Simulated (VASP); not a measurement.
Wanted: the native input for a VASP 6.6.1 run.

| Quantity | Value |
| --- | --- |
| Task | single point |
| Functional | PBEsol |
| Potentials or basis | VASP PAW PBE potentials, release 64 (Y_sv) |
| Cutoff | 700 eV |
| k mesh | 15 × 15 × 8 |
| Occupations | gaussian, width 0.1 eV |
| Spin | no spin polarisation |
| Further INCAR settings | ALGO = Normal; EDIFF = 1e-07; NBANDS = 18 |

The structure of Y lies in POSCAR:

```
Y
1.0
    3.5951100000      0.0000000000      0.0000000000
   -1.7975500000      3.1134500000      0.0000000000
    0.0000000000      0.0000000000      5.5790000000
Y
2
Direct
    0.3333300000      0.6666700000      0.2500000000
    0.6666700000      0.3333300000      0.7500000000
```

The input as run:

INCAR

```
SYSTEM = Y
ALGO = Normal
EDIFF = 1E-7
ENCUT = 700
GGA = PS
ISIF = 2
ISMEAR = 0
LASPH = .TRUE.
LCHARG = .FALSE.
LREAL = .FALSE.
LWAVE = .FALSE.
NBANDS = 18
NELM = 100
PREC = Accurate
SIGMA = 0.1
```

KPOINTS

```
k-points
0
G
  15 15 8
  0 0 0
```

Potentials or basis: VASP PAW PBE potentials, release 64 (Y_sv).

Run with:

```sh
$ cat potpaw_PBE.64/Y_sv/POTCAR > POTCAR
$ mpirun -np 1 vasp_std > vasp.out
```

It gave:

```json
{"Pressure": "0.0 GPa", "Band gap on the k mesh": "none (metal or under the smearing width)"}
```

Caveat: the PAW data sets were made with another functional, which shifts forces and pressure a little.

It took 2.9 min on 1 thread of Intel(R) Xeon(R) 6975P-C (Granite Rapids), on a shared host, peak memory 0.62 GiB.
